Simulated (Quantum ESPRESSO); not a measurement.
TiC:

```xyz
2
Lattice="0.0000 2.1657 2.1657 2.1657 0.0000 2.1657 2.1657 2.1657 0.0000" Properties=species:S:1:pos:R:3 pbc="T T T"
Ti    0.0000    0.0000    0.0000
C     2.1657    2.1657    2.1657
```

The cell is a database's computed one.

Base run:

```yaml
Program: Quantum ESPRESSO 7.5
Functional: PBEsol
Potentials_or_basis: PseudoDojo 0.4.1 SR PBEsol standard
Cutoff: 1143 eV
Density_cutoff: 4572 eV
k_mesh: 11 × 11 × 11
Occupations: fermi-dirac, width 0.05 eV
Spin: no spin polarisation
```

Its results: band gap on the k mesh none (metal or under the smearing width); pressure -6.5 GPa.

**Question.** After a change of settings the same cell gave: band gap on the k mesh none (metal or under the smearing width); pressure -12.3 GPa. Which change was it?
A. functional from PBEsol to PBE; potentials or basis from PseudoDojo 0.4.1 SR PBEsol standard to PseudoDojo 0.4.1 SR PBE standard
B. functional from PBEsol to rev-vdW-DF2; potentials or basis from PseudoDojo 0.4.1 SR PBEsol standard to PseudoDojo 0.4.1 SR PBE standard
C. functional from PBEsol to LDA; potentials or basis from PseudoDojo 0.4.1 SR PBEsol standard to PseudoDojo 0.4.1 SR LDA standard
D. functional from PBEsol to optB88-vdW; potentials or basis from PseudoDojo 0.4.1 SR PBEsol standard to PseudoDojo 0.4.1 SR PBE standard

**Answer.** C.
